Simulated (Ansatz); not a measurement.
Reaction (formal exchange of groups at a C–C bond): `CCC=O` + `O[SiH3]` → `O=CC[SiH2]O` + CH₄

Program: Ansatz. Geometries: PBE0-D4/def2-TZVP. ΔE: electronic, gas phase. CCSD(T)/CBS is the MP2 limit (def2-TZVPP, def2-QZVPP) plus CCSD(T) − MP2 in def2-TZVPP, frozen cores. This one scheme is used for every species. DFT in def2-TZVPP. Each species was taken in one conformer, which may not be the lowest.

`CCC=O`:

Z-matrix (Å, degrees):
```
C
C 1 1.524
H 1 1.091 2 110.8
H 1 1.093 2 111.3 3 119.8
H 1 1.092 2 111.1 3 -120.0
C 2 1.499 1 111.6 3 -175.3
H 2 1.091 1 112.2 3 62.4
H 2 1.098 1 109.4 3 -57.3
O 6 1.200 2 125.2 1 -126.5
H 6 1.115 2 114.5 1 53.2
```

`O[SiH3]`:

Cartesian coordinates in Å:
```
O -0.047 1.271 0.155
Si -0.154 -0.363 -0.021
H 0.819 1.673 0.081
H 0.318 -0.804 -1.363
H -1.588 -0.696 0.142
H 0.651 -1.081 1.005
```

`O=CC[SiH2]O`:

Z-matrix (Å, degrees):
```
C
C 1 1.483
Si 1 1.900 2 107.5
H 1 1.094 2 109.7 3 113.5
H 1 1.091 2 112.5 3 -123.6
O 2 1.209 1 123.5 3 -66.2
H 2 1.109 1 116.6 3 110.8
O 3 1.637 1 107.4 2 55.9
H 3 1.482 1 109.8 2 174.5
H 3 1.488 1 108.7 2 -65.9
H 8 0.965 3 114.0 1 -27.4
```

CH₄:

Cartesian coordinates in Å:
```
C 0.000 0.000 0.000
H 0.586 0.906 0.155
H 0.483 -0.836 0.505
H -0.068 -0.210 -1.067
H -1.001 0.141 0.407
```

(1) Is it downhill or uphill in electronic energy at CCSD(T)/CBS, and by how much? (Estimate.)

(2) What do these levels give: ωB97M-V, B2PLYP, CCSD/def2-TZVPP, MP2/def2-QZVPP, SCS-MP2/def2-QZVPP, MP2/CBS(def2)? (An estimate is asked.)

Largest T1 diagnostic among the species: 0.014.

## Answers

(1) Computed: Downhill: ΔE = -15.4 kcal/mol.

(2) Computed: ωB97M-V -16.2, B2PLYP -15.1, CCSD/def2-TZVPP -14.2, MP2/def2-QZVPP -16.1, SCS-MP2/def2-QZVPP -14.4, MP2/CBS(def2) -16.3 kcal/mol.

The D4 term adds −1.6 kcal/mol with B3LYP and −0.9 kcal/mol with PBE0; it sums over pairs of atoms, weighted by their polarisabilities, and B3LYP, whose exchange is more repulsive, gets the larger term. In def2-TZVPP, CCSD(T) changes the Hartree–Fock value by −3.5 kcal/mol (the triples alone add −0.8 kcal/mol) and MP2 by −4.4 kcal/mol.

B3LYP here is the variant with VWN-RPA as its local correlation; programs differ in this.
